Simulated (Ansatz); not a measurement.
The system is GaSb.

```xyz
2
Lattice="-2.7534 2.7534 1.5907 2.7534 -2.7534 1.5907 2.7534 2.7534 -1.5907" Properties=species:S:1:pos:R:3 pbc="T T T"
Sb    0.0000    0.0000    0.0000
Ga    0.0000    2.7534    0.7954
```

Measurements of this composition are mostly on another form, of space group No. 216.

```yaml
Program: Ansatz 0.2.0
Task: relaxation of cell and atoms
Functional: RPBE
Potentials_or_basis: all-electron LAPW, scalar-relativistic
Basis_error_allowed: 0.001 eV/atom
k_mesh: 10 × 10 × 10
Occupations: fermi-dirac, width 0.05 eV
Spin: no spin polarisation
```

At the start: volume 24.12 Å³/atom.

**Question.** Where does the relaxation end?

**Answer.** Over 5 steps the energy falls by 4.6 meV/atom and the volume is 24.90 Å³/atom (+3.2 %); space group I-4m2 (No. 119, to 0.05 Å).

The path:
| step | energy change (eV) | largest force (eV/Å) | volume (Å³) |
| --- | --- | --- | --- |
| 1 | 0.0000 | 0.0000 | 48.24 |
| 2 | -0.0084 | 0.0000 | 50.33 |
| 3 | -0.0093 | 0.0000 | 49.86 |
| 4 | -0.0093 | 0.0000 | 49.80 |
| 5 | -0.0093 | 0.0000 | 49.80 |

Final structure:
```cif
data_structure
_symmetry_space_group_name_H-M 'P 1'
_symmetry_Int_Tables_number 1
_cell_length_a 4.2609
_cell_length_b 4.2609
_cell_length_c 4.2609
_cell_angle_alpha 98.056
_cell_angle_beta 98.056
_cell_angle_gamma 136.032
_cell_volume 49.80
loop_
_atom_site_label
_atom_site_type_symbol
_atom_site_fract_x
_atom_site_fract_y
_atom_site_fract_z
_atom_site_occupancy
Sb1 Sb 0.00000 0.00000 0.00000 1
Ga1 Ga 0.75000 0.25000 0.50000 1
```
